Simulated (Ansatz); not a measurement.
# An added Cl started as a split pair with a Cl atom in rocksalt NaCl, 65 atoms, charge +1

All numbers come from Ansatz (PAW, plane waves, no spin–orbit coupling) at the single k point (¼, ¼, ¼) without its symmetry partners. The atoms were relaxed with PBEsol in a fixed cell; other functionals are single points on those atoms unless said otherwise. The valence top and gap of the host come from its small cell on a dense mesh, with the band extrema sought between the mesh points, lined up by the mean potential, PBEsol gap 5.01 eV, HSE06 gap 6.57 eV. The charge correction uses an assumed dielectric constant of 5.9.

Cell: a = 11.200 Å, b = 11.200 Å, c = 11.200 Å, α = 90.00°, β = 90.00°, γ = 90.00°.

Nearest atoms after relaxation, from the placed atom (for vacancies from the middle of the vacant sites): Cl at 2.14 Å, Na at 2.57 Å, Na at 2.57 Å, Cl at 2.66 Å, Na at 3.12 Å, Na at 3.13 Å, Cl at 3.54 Å, Cl at 3.55 Å.

Chemical potentials μ are those of reference phases of the elements at zero temperature by the same functional (the usual solids, diamond for C, grey Sn, and the molecules H2, N2, O2, F2, Cl2, Br2 and S8).

| functional | E(defect) − E(host) − Σ nμ + q·E_VBM (eV) | monopole (eV) | alignment (eV) | formation energy at E_F = VBM (eV) | moment (μB) | wall time, shared host |
| --- | --- | --- | --- | --- | --- | --- |
| PBEsol | -0.01 | 0.31 | 0.05 | 0.35 | 0 (no spin) | 4.6 s on NVIDIA GB200 (relaxation) |
| HSE06 | -0.15 | 0.31 | 0.06 | 0.22 | 0 (no spin) | 16 s on NVIDIA GB200 |

**Question.** How does the monopole term follow by hand for this cubic cell?

**Answer.** q²·α·e²/(4πε₀)/(2εL) with the Madelung constant α = 2.837 and e²/4πε₀ = 14.40 eV·Å: 1 × 2.837 × 14.40 / (2 × 5.9 × 11.200) = 0.31 eV.

HSE06 one-electron levels near the gap (the ten most localised at most), from the host's valence top, not corrected for the charge's images:

| level (eV) | spin | filling | atoms sharing it | element of the atom with most weight |
| --- | --- | --- | --- | --- |
| -0.11 | both | 2.00 | 25.4 | spread |
| -0.10 | both | 2.00 | 24.4 | spread |
| -0.09 | both | 2.00 | 20.4 | spread |
| -0.08 | both | 2.00 | 22.2 | spread |
| -0.07 | both | 2.00 | 20.2 | spread |
| -0.07 | both | 2.00 | 22.7 | spread |
| -0.03 | both | 2.00 | 22.3 | spread |
| -0.02 | both | 2.00 | 26.0 | spread |
| 0.00 | both | 2.00 | 24.5 | spread |
| 3.57 | both | 0.00 | 3.3 | Cl |

All elements are taken at their own reference at once; growth conditions in equilibrium with the host shift these energies, by up to the host's formation enthalpy.

One k point and a cell of this size can leave errors of several tenths of an eV in such numbers.
